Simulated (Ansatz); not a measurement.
# Tin, alpha-Sn (diamond) under LDA: testing the k-point mesh

How fine must the k-point mesh be for energy and pressure to settle? The geometry was relaxed under LDA beforehand and stays fixed; 6 values are run, from 2×2×2 to 12×12×12. Wanted are the values from which on the energy stays within 10 and 1 meV/atom, and the pressure within 0.5 GPa, of the last run. Within the series other settings stay, but some runs also write fields, which adds to their time. Spin polarisation is left out.

Method: DFT LDA, plane waves with PAW, scalar-relativistic, in Ansatz 0.2.0.

## (1) Starting point

It takes space group Fd-3m (No. 227, cubic). The conventional cell has a = 6.476 Å, b = 6.476 Å, c = 6.476 Å, α = 90.00°, β = 90.00°, γ = 90.00°. Sn (site symmetry -43m) is surrounded by 4 Sn at 2.80 Å.

Structure file:

```xyz
2
Lattice="0.0000 3.2381 3.2381 3.2381 0.0000 3.2381 3.2381 3.2381 0.0000" Properties=species:S:1:pos:R:3 pbc="T T T"
Sn    3.2381    3.2381    3.2381
Sn    4.8571    4.8571    4.8571
```

## (2) k-mesh 2×2×2

The run at 2×2×2.

File input.yaml:

```yaml
crystal:
  lattice:
    - [0.0, 3.2380799619, 3.2380799619]
    - [3.2380799619, 0.0, 3.2380799619]
    - [3.2380799619, 3.2380799619, 0.0]
  atoms:
    - { symbol: Sn, position: [0.5, 0.5, 0.5] }
    - { symbol: Sn, position: [0.75, 0.75, 0.75] }
hamiltonian:
  xc: lda
  pseudopotentials:
    kind: paw
    azcp:
      Sn: "pseudopotentials/Sn.paw.azcp"
basis:
  ecutwfc: 420
  fft_grid_basis: typed
kpoints:
  mp_grid: { grid: [2, 2, 2], shift: [0, 0, 0] }
magnetization:
  spin_polarized: false
scf:
  occupations: { method: fermi_dirac, width: 0.1 }
  lower_state_search: "off"
output:
  stress: true
```

On the command line:

```sh
$ ansatz run input.yaml --threads 2 --pin off --max-ram 5120MiB --backend cpu --events-out ev --progress --plain --runs-dir out
```

## (3) k-mesh 3×3×3

The run at 3×3×3.

input.yaml, as its differences from that of step 2:

```diff
@@ -18,3 +18,3 @@
 kpoints:
-  mp_grid: { grid: [2, 2, 2], shift: [0, 0, 0] }
+  mp_grid: { grid: [3, 3, 3], shift: [0, 0, 0] }
 magnetization:
@@ -26 +26,5 @@
   stress: true
+  write_density: true
+  write_potential: true
+  elf: true
+  volumetric_format: npy
```

## (4) k-mesh 4×4×4

The run at 4×4×4.

input.yaml, as its differences from that of step 3:

```diff
@@ -18,3 +18,3 @@
 kpoints:
-  mp_grid: { grid: [3, 3, 3], shift: [0, 0, 0] }
+  mp_grid: { grid: [4, 4, 4], shift: [0, 0, 0] }
 magnetization:
@@ -26,5 +26 @@
   stress: true
-  write_density: true
-  write_potential: true
-  elf: true
-  volumetric_format: npy
```

## (5) k-mesh 5×5×5

The run at 5×5×5.

input.yaml, as its differences from that of step 4:

```diff
@@ -18,3 +18,3 @@
 kpoints:
-  mp_grid: { grid: [4, 4, 4], shift: [0, 0, 0] }
+  mp_grid: { grid: [5, 5, 5], shift: [0, 0, 0] }
 magnetization:
@@ -26 +26,5 @@
   stress: true
+  write_density: true
+  write_potential: true
+  elf: true
+  volumetric_format: npy
```

## (6) k-mesh 7×7×7

The run at 7×7×7.

input.yaml, as its differences from that of step 5:

```diff
@@ -18,3 +18,3 @@
 kpoints:
-  mp_grid: { grid: [5, 5, 5], shift: [0, 0, 0] }
+  mp_grid: { grid: [7, 7, 7], shift: [0, 0, 0] }
 magnetization:
@@ -26,5 +26 @@
   stress: true
-  write_density: true
-  write_potential: true
-  elf: true
-  volumetric_format: npy
```

## (7) k-mesh 12×12×12

The run at 12×12×12.

input.yaml, as its differences from that of step 6:

```diff
@@ -18,3 +18,3 @@
 kpoints:
-  mp_grid: { grid: [7, 7, 7], shift: [0, 0, 0] }
+  mp_grid: { grid: [12, 12, 12], shift: [0, 0, 0] }
 magnetization:
```

(Steps that only read results are left out.)

Q: Predict the outcome of this session. Wanted: pressure at 12×12×12.

**Answer**, as computed:

| quantity | value |
| --- | --- |
| E(σ → 0) stays within 10 meV/atom of 12×12×12 | from 7×7×7 on |
| E(σ → 0) stays within 1 meV/atom | not reached before 12×12×12 |
| pressure stays within 0.5 GPa | from 5×5×5 on |
| pressure at 12×12×12 | -0.03 GPa |
| CPU time, dearest over cheapest | 5.2 |
| energy of a separate run on a finer mesh (14×14×14) | -0.2 meV/atom from 12×12×12 |

At 2×2×2 the energy differs by +1080 meV/atom and the pressure by +8.8 GPa. The energy has not settled to 1 meV/atom before the last mesh. A Fermi surface needs many points. A run on a finer mesh agrees with the yardstick to 1 meV/atom.
